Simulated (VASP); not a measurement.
# MgS (F-43m) in VASP: further runs

Runs on MgS. Level: LDA. Tasks: single point.

Program: VASP 6.6.1. These are calculated values, not measurements. Logs are shortened: lines on timing, memory, paths and dates and some standing lists are left out, and cuts for length are marked.

### 1 Starting point

The structure is cubic, space group F-43m (No. 216). Conventional cell: a = 5.666 Å, b = 5.666 Å, c = 5.666 Å, α = 90.00°, β = 90.00°, γ = 90.00°. S (site symmetry -43m) has 4 Mg at 2.45 Å as nearest neighbours. Mg (site symmetry -43m) has 4 S at 2.45 Å as nearest neighbours.

The cell comes from a database or a generator and needn't be the stable form of this composition.

### 2 Single point, LDA

File INCAR:

```
  ADDGRID = False
  ALGO = Normal
  EDIFF = 1E-6
  ENCUT = 450
  GGA = CA
  ISIF = 2
  ISMEAR = 0
  LASPH = True
  LCHARG = False
  LREAL = False
  LWAVE = False
  NELM = 100
  PREC = Accurate
  SIGMA = 0.2
```

File KPOINTS:

```
k-points
0
Gamma
  5 5 5
```

File POSCAR:

```
MgS
1.0
    0.0000000000      2.8331200468      2.8331200468
    2.8331200468      0.0000000000      2.8331200468
    2.8331200468      2.8331200468      0.0000000000
S Mg
1 1
Direct
    0.2346630000      0.2748010000      0.2357280000
   -0.0216520000      0.0237760000     -0.0317750000
```

Potentials or basis: VASP PAW LDA potentials, release 64 (S, Mg).

Started as:

```bash
cat potpaw_LDA.64/S/POTCAR potpaw_LDA.64/Mg/POTCAR > POTCAR
mpirun -np 1 vasp_std > vasp.out
```

OUTCAR:

```text
EDIFF = 1E-6
   ENCUT = 450
   GGA = CA
   ISIF = 2
   ISMEAR = 0
   LASPH = True
   LREAL = False
   NELM = 100
   PREC = Accurate

 Found     63 irreducible k-points:

 Following reciprocal coordinates:
            Coordinates               Weight
  0.000000  0.000000  0.000000      1.000000
  0.200000  0.000000  0.000000      2.000000
  0.000000  0.200000  0.000000      2.000000
  0.000000  0.000000  0.200000      2.000000
  0.200000  0.200000  0.200000      2.000000
  0.400000  0.000000  0.000000      2.000000
   k-points           NKPTS =     63   k-points in BZ     NKDIM =     63   number of bands    NBANDS=      8
   number of dos      NEDOS =    301   number of ions     NIONS =      2
   total plane-waves  NPLWV =  21952
   dimension x,y,z NGX =    28 NGY =   28 NGZ =   28
   dimension x,y,z NGXF=    56 NGYF=   56 NGZF=   56
   ions per type =               1   1
   NGX,Y,Z   is equivalent  to a cutoff of  11.62, 11.62, 11.62 a.u.
   NGXF,Y,Z  is equivalent  to a cutoff of  23.24, 23.24, 23.24 a.u.
 SYSTEM =  unknown system
   PREC   = accura    normal or accurate (medium, high low for compatibility)
   ISTART =      0    job   : 0-new  1-cont  2-samecut
   ICHARG =      2    charge: 1-file 2-atom 10-const
   ISPIN  =      1    spin polarized calculation?
   LNONCOLLINEAR =      F non collinear calculations
   LSORBIT =      F    spin-orbit coupling
   LASPH  =      T    aspherical Exc in radial PAW
   ENCUT  =  450.0 eV  33.07 Ry    5.75 a.u.   6.93  6.93  6.93*2*pi/ulx,y,z
   NELM   =    100;   NELMIN=  2; NELMDL= -5     # of ELM steps
   EDIFF  = 0.1E-05   stopping-criterion for ELM
   LREAL  =      F    real-space projection
   EDIFFG = 0.1E-04   stopping-criterion for IOM
   NSW    =      0    number of steps for IOM
   IBRION =     -1    ionic relax: 0-MD 1-quasi-New 2-CG
   NFREE  =      0    steps in history (QN), initial steepest desc. (CG)
   ISIF   =      2    stress and relaxation
   ISYM   =      2    0-nonsym 1-usesym 2-fastsym
   POTIM  = 0.5000    time-step for ionic-motion
   TEBEG  =    0.0;   TEEND  =   0.0 temperature during run
   PSTRESS=    0.0 pullay stress
   NELECT =       8.0000    total number of electrons
   NUPDOWN=      -1.0000    fix difference up-down
   EMIN   =  10.00;   EMAX   =-10.00  energy-range for DOS
   EFERMI =   0.00;   METHOD = LEGACY
   ISMEAR =     0;   SIGMA  =   0.20  broadening in eV -4-tet -1-fermi 0-gaus
   EFERMI_NEDOS =   21; number of points for ismear=-14 and -15
   IALGO  =     38    algorithm
   IMIX   =      4    mixing-type and parameters
     AMIX     =   0.40;   BMIX     =  1.00
     AMIX_MAG =   1.60;   BMIX_MAG =  1.00
  volume/ion in A,a.u.               =      22.74       153.46
  Fermi-wavevector in a.u.,A,eV,Ry     =   0.917269  1.733386 11.447692  0.841382
  Thomas-Fermi vector in A             =   2.042218
   LORBIT       =      0    0 simple, 1 ext, 2 COOP (PROOUT), +10 PAW based schemes
   GGA     = CA    functional components
   LHFCALC =     F    Hartree Fock is set to
   AEXX    =    0.0000 exact exchange contribution
   IVDW    =     0    specifies the selected vdW correction
   LEPSILON=     F    determine dielectric tensor
   LRPA    =     F    only Hartree local field effects (RPA)
 non-spin polarized calculation
 Gauss-broadening in eV      SIGMA  =   0.20
  energy-cutoff  :      450.00
  volume of cell :       45.48
 maximum number of plane-waves:       990
   NGX = 13   NGY = 13   NGZ = 13

 number of electron       8.0000000 magnetization

 Free energy of the ion-electron system (eV)
  ---------------------------------------------------
  ext. energy  EPLUGINS =         0.00000000
  ---------------------------------------------------
  free energy    TOTEN  =        -9.35535994 eV

  energy without entropy =       -9.35535994  energy(sigma->0) =       -9.35535994

 E-fermi :   1.8757     XC(G=0):  -8.7514

 val. band max:        1.0022085706   @ k =   0.0000   0.0000   0.0000
 cond. band min:       4.0598662556   @ k =   0.0000   0.0000   0.0000
 fundamental gap:      3.0576576850
 Fermi energy:         1.8756532022

 k-point     1 :       0.0000    0.0000    0.0000
  band No.  band energies     occupation
      1     -10.3496      2.00000
      2       0.7842      2.00000
      3       0.8578      2.00000
      4       1.0022      2.00000
      5       4.0599      0.00000
      6       8.6349      0.00000
      7       8.6402      0.00000
      8       8.6611      0.00000

 k-point     2 :       0.2000    0.0000    0.0000
  band No.  band energies     occupation
      1     -10.1325      2.00000
      2      -0.5807      2.00000
      3       0.6858      2.00000
      4       0.8586      2.00000
      5       5.3278      0.00000
      6       8.3520      0.00000
      7       8.8745      0.00000
      8       9.0045      0.00000

 k-point     3 :       0.0000    0.2000    0.0000
  band No.  band energies     occupation
      1     -10.1331      2.00000
      2      -0.5608      2.00000
      3       0.6695      2.00000
      4       0.8510      2.00000
      5       5.3304      0.00000
      6       8.3507      0.00000
      7       8.8649      0.00000
      8       8.9931      0.00000

 k-point     4 :       0.0000    0.0000    0.2000
  band No.  band energies     occupation
      1     -10.1312      2.00000
      2      -0.6214      2.00000
      3       0.7301      2.00000
      4       0.8636      2.00000
      5       5.3225      0.00000
      6       8.3611      0.00000
      7       8.9138      0.00000
      8       9.0043      0.00000

 k-point     5 :       0.2000    0.2000    0.2000
  band No.  band energies     occupation
      1     -10.1362      2.00000
      2      -0.4621      2.00000
      3       0.6651      2.00000
      4       0.7361      2.00000
      5       5.3430      0.00000
      6       8.3692      0.00000
      7       8.8351      0.00000
      8       8.8972      0.00000

 k-point     6 :       0.4000    0.0000    0.0000
  band No.  band energies     occupation
      1      -9.7270      2.00000
      2      -2.1152      2.00000
      3       0.5069      2.00000
      4       0.6751      2.00000
      5       5.7638      0.00000
      6       8.3752      0.00000
      7       8.5580      0.00000
      8       9.0802      0.00000

 [... further k-points ...]

------------------------ aborting loop because EDIFF is reached ----------------------------------------

  FORCE on cell =-STRESS in cart. coord.  units (eV):
  Direction    XX          YY          ZZ          XY          YZ          ZX
  --------------------------------------------------------------------------------------
  -------------------------------------------------------------------------------------
  Total       -0.6643754     -0.6809417     -0.6426025     -0.0614046     -0.2704596     -0.3574839
  in kB      -23.4044917    -23.9880864    -22.6374795     -2.1631497     -9.5276981    -12.5933759
  external PRESSURE =     -23.3433525 kB  Pullay stress =       0.0000000 kB

 VOLUME and BASIS-vectors are now :
 -----------------------------------------------------------------------------
  energy-cutoff  :      450.00
  volume of cell :       45.48
      direct lattice vectors                 reciprocal lattice vectors
     0.000000000  2.833120047  2.833120047    -0.176483874  0.176483874  0.176483874
     2.833120047  0.000000000  2.833120047     0.176483874 -0.176483874  0.176483874
     2.833120047  2.833120047  0.000000000     0.176483874  0.176483874 -0.176483874

 POSITION                                       TOTAL-FORCE (eV/Angst)
 -----------------------------------------------------------------------------------
      1.44639      1.33267      1.44337        -0.256680     -0.341020     -0.046462
      2.81046      5.51487      2.83914         0.256680      0.341020      0.046462
 -----------------------------------------------------------------------------------
    total drift:                                0.000040      0.000074      0.000016

  FREE ENERGIE OF THE ION-ELECTRON SYSTEM (eV)
  ---------------------------------------------------
  free  energy   TOTEN  =        -9.3553599421 eV

  energy  without entropy=       -9.3553599421  energy(sigma->0) =       -9.35535994
```

Run time: 18 s. Hardware: 1 thread of Intel Xeon Platinum 8559C (Emerald Rapids), shared host; peak memory 0.14 GiB.

The run converged, but some of its settings lie outside the range that counts as converged, so its numbers aren't taken as properties of the crystal.

Results:

* Free energy: -9.3554 eV
* Pressure: -2.3 GPa
* Largest force: 0.429 eV/Å
* Band gap on the k mesh: 3.06 eV, direct

### 3 Single point, LDA

INCAR: that of step 2 with these lines changed.

```diff
@@ -13,2 +13,2 @@
   PREC = Accurate
-  SIGMA = 0.2
+  SIGMA = 0.01
```

KPOINTS is that of step 2.

File POSCAR:

```
MgS
1.0
    0.0000000000      2.8331200468      2.8331200468
    2.8331200468      0.0000000000      2.8331200468
    2.8331200468      2.8331200468      0.0000000000
S Mg
1 1
Direct
    0.2500000000      0.2500000000      0.2500000000
    0.0000000000      0.0000000000      0.0000000000
```

Potentials or basis: VASP PAW LDA potentials, release 64 (S, Mg).

Started as:

```bash
cat potpaw_LDA.64/S/POTCAR potpaw_LDA.64/Mg/POTCAR > POTCAR
mpirun -np 1 vasp_std > vasp.out
```

OUTCAR:

```text
EDIFF = 1E-6
   ENCUT = 450
   GGA = CA
   ISIF = 2
   ISMEAR = 0
   LASPH = True
   LREAL = False
   NELM = 100
   PREC = Accurate

 Found     10 irreducible k-points:

 Following reciprocal coordinates:
            Coordinates               Weight
  0.000000  0.000000  0.000000      1.000000
  0.200000  0.000000  0.000000      8.000000
  0.400000  0.000000  0.000000      8.000000
  0.200000  0.200000  0.000000      6.000000
  0.400000  0.200000  0.000000     24.000000
 -0.400000  0.200000  0.000000     24.000000
   k-points           NKPTS =     10   k-points in BZ     NKDIM =     10   number of bands    NBANDS=      8
   number of dos      NEDOS =    301   number of ions     NIONS =      2
   total plane-waves  NPLWV =  21952
   dimension x,y,z NGX =    28 NGY =   28 NGZ =   28
   dimension x,y,z NGXF=    56 NGYF=   56 NGZF=   56
   ions per type =               1   1
   NGX,Y,Z   is equivalent  to a cutoff of  11.62, 11.62, 11.62 a.u.
   NGXF,Y,Z  is equivalent  to a cutoff of  23.24, 23.24, 23.24 a.u.
 SYSTEM =  unknown system
   PREC   = accura    normal or accurate (medium, high low for compatibility)
   ISTART =      0    job   : 0-new  1-cont  2-samecut
   ICHARG =      2    charge: 1-file 2-atom 10-const
   ISPIN  =      1    spin polarized calculation?
   LNONCOLLINEAR =      F non collinear calculations
   LSORBIT =      F    spin-orbit coupling
   LASPH  =      T    aspherical Exc in radial PAW
   ENCUT  =  450.0 eV  33.07 Ry    5.75 a.u.   6.93  6.93  6.93*2*pi/ulx,y,z
   NELM   =    100;   NELMIN=  2; NELMDL= -5     # of ELM steps
   EDIFF  = 0.1E-05   stopping-criterion for ELM
   LREAL  =      F    real-space projection
   EDIFFG = 0.1E-04   stopping-criterion for IOM
   NSW    =      0    number of steps for IOM
   IBRION =     -1    ionic relax: 0-MD 1-quasi-New 2-CG
   NFREE  =      0    steps in history (QN), initial steepest desc. (CG)
   ISIF   =      2    stress and relaxation
   ISYM   =      2    0-nonsym 1-usesym 2-fastsym
   POTIM  = 0.5000    time-step for ionic-motion
   TEBEG  =    0.0;   TEEND  =   0.0 temperature during run
   PSTRESS=    0.0 pullay stress
   NELECT =       8.0000    total number of electrons
   NUPDOWN=      -1.0000    fix difference up-down
   EMIN   =  10.00;   EMAX   =-10.00  energy-range for DOS
   EFERMI =   0.00;   METHOD = LEGACY
   ISMEAR =     0;   SIGMA  =   0.01  broadening in eV -4-tet -1-fermi 0-gaus
   EFERMI_NEDOS =   21; number of points for ismear=-14 and -15
   IALGO  =     38    algorithm
   IMIX   =      4    mixing-type and parameters
     AMIX     =   0.40;   BMIX     =  1.00
     AMIX_MAG =   1.60;   BMIX_MAG =  1.00
  volume/ion in A,a.u.               =      22.74       153.46
  Fermi-wavevector in a.u.,A,eV,Ry     =   0.917269  1.733386 11.447692  0.841382
  Thomas-Fermi vector in A             =   2.042218
   LORBIT       =      0    0 simple, 1 ext, 2 COOP (PROOUT), +10 PAW based schemes
   GGA     = CA    functional components
   LHFCALC =     F    Hartree Fock is set to
   AEXX    =    0.0000 exact exchange contribution
   IVDW    =     0    specifies the selected vdW correction
   LEPSILON=     F    determine dielectric tensor
   LRPA    =     F    only Hartree local field effects (RPA)
 non-spin polarized calculation
 Gauss-broadening in eV      SIGMA  =   0.01
  energy-cutoff  :      450.00
  volume of cell :       45.48
 maximum number of plane-waves:       990
   NGX = 13   NGY = 13   NGZ = 13

 number of electron       8.0000001 magnetization

 Free energy of the ion-electron system (eV)
  ---------------------------------------------------
  ext. energy  EPLUGINS =         0.00000000
  ---------------------------------------------------
  free energy    TOTEN  =        -9.37467905 eV

  energy without entropy =       -9.37467905  energy(sigma->0) =       -9.37467905

 E-fermi :   0.9927     XC(G=0):  -8.7519

 val. band max:        0.8827709160   @ k =   0.0000   0.0000   0.0000
 cond. band min:       4.0638315083   @ k =   0.0000   0.0000   0.0000
 fundamental gap:      3.1810605923
 Fermi energy:         0.9926761513

 k-point     1 :       0.0000    0.0000    0.0000
  band No.  band energies     occupation
      1     -10.3478      2.00000
      2       0.8828      2.00000
      3       0.8828      2.00000
      4       0.8828      2.00000
      5       4.0638      0.00000
      6       8.6410      0.00000
      7       8.6410      0.00000
      8       8.6410      0.00000

 k-point     2 :       0.2000    0.0000    0.0000
  band No.  band energies     occupation
      1     -10.1314      2.00000
      2      -0.5540      2.00000
      3       0.7575      2.00000
      4       0.7575      2.00000
      5       5.3349      0.00000
      6       8.3672      0.00000
      7       8.9160      0.00000
      8       8.9160      0.00000

 k-point     3 :       0.4000    0.0000    0.0000
  band No.  band energies     occupation
      1      -9.7273      2.00000
      2      -2.0922      2.00000
      3       0.5775      2.00000
      4       0.5775      2.00000
      5       5.7663      0.00000
      6       8.4482      0.00000
      7       8.4482      0.00000
      8       9.0950      0.00000

 k-point     4 :       0.2000    0.2000    0.0000
  band No.  band energies     occupation
      1     -10.0599      2.00000
      2      -0.5014      2.00000
      3       0.4658      2.00000
      4       0.4658      2.00000
      5       5.7123      0.00000
      6       7.5081      0.00000
      7       9.1913      0.00000
      8       9.6649      0.00000

 k-point     5 :       0.4000    0.2000    0.0000
  band No.  band energies     occupation
      1      -9.7121      2.00000
      2      -1.6138      2.00000
      3       0.0182      2.00000
      4       0.2499      2.00000
      5       6.0914      0.00000
      6       7.5864      0.00000
      7       8.5912      0.00000
      8       9.7573      0.00000

 k-point     6 :      -0.4000    0.2000    0.0000
  band No.  band energies     occupation
      1      -9.5594      2.00000
      2      -1.9877      2.00000
      3      -0.4312      2.00000
      4       0.3720      2.00000
      5       6.5069      0.00000
      6       7.4668      0.00000
      7       9.2415      0.00000
      8       9.5430      0.00000

 [... further k-points ...]

------------------------ aborting loop because EDIFF is reached ----------------------------------------

  FORCE on cell =-STRESS in cart. coord.  units (eV):
  Direction    XX          YY          ZZ          XY          YZ          ZX
  --------------------------------------------------------------------------------------
  -------------------------------------------------------------------------------------
  Total       -0.7130736     -0.7130736     -0.7130736      0.0000000      0.0000000      0.0000000
  in kB      -25.1200213    -25.1200213    -25.1200213      0.0000000      0.0000000      0.0000000
  external PRESSURE =     -25.1200213 kB  Pullay stress =       0.0000000 kB

 VOLUME and BASIS-vectors are now :
 -----------------------------------------------------------------------------
  energy-cutoff  :      450.00
  volume of cell :       45.48
      direct lattice vectors                 reciprocal lattice vectors
     0.000000000  2.833120047  2.833120047    -0.176483874  0.176483874  0.176483874
     2.833120047  0.000000000  2.833120047     0.176483874 -0.176483874  0.176483874
     2.833120047  2.833120047  0.000000000     0.176483874  0.176483874 -0.176483874

 POSITION                                       TOTAL-FORCE (eV/Angst)
 -----------------------------------------------------------------------------------
      1.41656      1.41656      1.41656        -0.000000     -0.000000     -0.000000
      0.00000      0.00000      0.00000         0.000000      0.000000      0.000000
 -----------------------------------------------------------------------------------
    total drift:                                0.000000      0.000000      0.000000

  FREE ENERGIE OF THE ION-ELECTRON SYSTEM (eV)
  ---------------------------------------------------
  free  energy   TOTEN  =        -9.3746790483 eV

  energy  without entropy=       -9.3746790483  energy(sigma->0) =       -9.37467905
```

OSZICAR:

```text
N       E                     dE             d eps       ncg     rms          rms(c)
DAV:   1     0.229195458749E+02    0.22920E+02   -0.33506E+03   160   0.705E+02
DAV:   2    -0.868064725308E+01   -0.31600E+02   -0.31600E+02   224   0.104E+02
DAV:   3    -0.993183825282E+01   -0.12512E+01   -0.12512E+01   184   0.284E+01
DAV:   4    -0.993778236327E+01   -0.59441E-02   -0.59441E-02   272   0.232E+00
DAV:   5    -0.993778601958E+01   -0.36563E-05   -0.36563E-05   192   0.556E-02    0.402E+00
DAV:   6    -0.943179378460E+01    0.50599E+00   -0.14920E+00   168   0.564E+00    0.310E+00
DAV:   7    -0.937955997033E+01    0.52234E-01   -0.23272E-01   184   0.233E+00    0.218E+00
DAV:   8    -0.937504172270E+01    0.45182E-02   -0.10116E-02   184   0.832E-01    0.892E-01
DAV:   9    -0.937464159896E+01    0.40012E-03   -0.99059E-04   184   0.210E-01    0.336E-01
DAV:  10    -0.937467656200E+01   -0.34963E-04   -0.44783E-05   224   0.431E-02    0.931E-02
DAV:  11    -0.937467909279E+01   -0.25308E-05   -0.19259E-05   176   0.245E-02    0.394E-02
DAV:  12    -0.937467904832E+01    0.44471E-07   -0.76332E-07    96   0.528E-03
   1 F= -.93746790E+01 E0= -.93746790E+01  d E =-.470233E-56
```

It used 4.4 s of CPU time on 1 thread of Intel(R) Xeon(R) Platinum 8559C (Emerald Rapids) (shared host), which was overloaded at the time.

The run converged, but some of its settings lie outside the range that counts as converged, so its numbers aren't taken as properties of the crystal.

Results:

| Property | Result |
| --- | --- |
| Free energy | -9.3747 eV |
| Pressure | -2.5 GPa |
| Band gap on the k mesh | 3.18 eV, direct |

### 4 Single point, LDA

INCAR is that of step 3.

KPOINTS is that of step 3.

File POSCAR:

```
MgS
1.0
    0.0000000000      2.8331200468      2.8331200468
    2.8331200468      0.0000000000      2.8331200468
    2.8331200468      2.8331200468      0.0000000000
S Mg
1 1
Direct
    0.2346630000      0.2748010000      0.2357280000
   -0.0216520000      0.0237760000     -0.0317750000
```

Started as:

```bash
cat potpaw_LDA.64/S/POTCAR potpaw_LDA.64/Mg/POTCAR > POTCAR
mpirun -np 1 vasp_std > vasp.out
```

Wall time 18 s (1 thread of Intel Xeon Platinum 8559C (Emerald Rapids), shared host); peak memory 0.15 GiB.

These settings aren't checked as converged: the numbers below hold their error.

Results:

```yaml
Free_energy: -9.3554 eV
Pressure: -2.3 GPa
Largest_force: 0.429 eV/Å
Band_gap_on_the_k_mesh: 3.06 eV, direct
```

### 5 The reference run

An earlier run on the cell as given: functional PBEsol; potentials or basis VASP PAW PBE potentials, release 64 (S, Mg); cutoff 520 eV; k mesh 8 × 8 × 8; occupations fermi-dirac, width 0.05 eV; no spin polarisation.

- Pressure: -0.5 GPa
- Band gap on the k mesh: 3.29 eV, direct
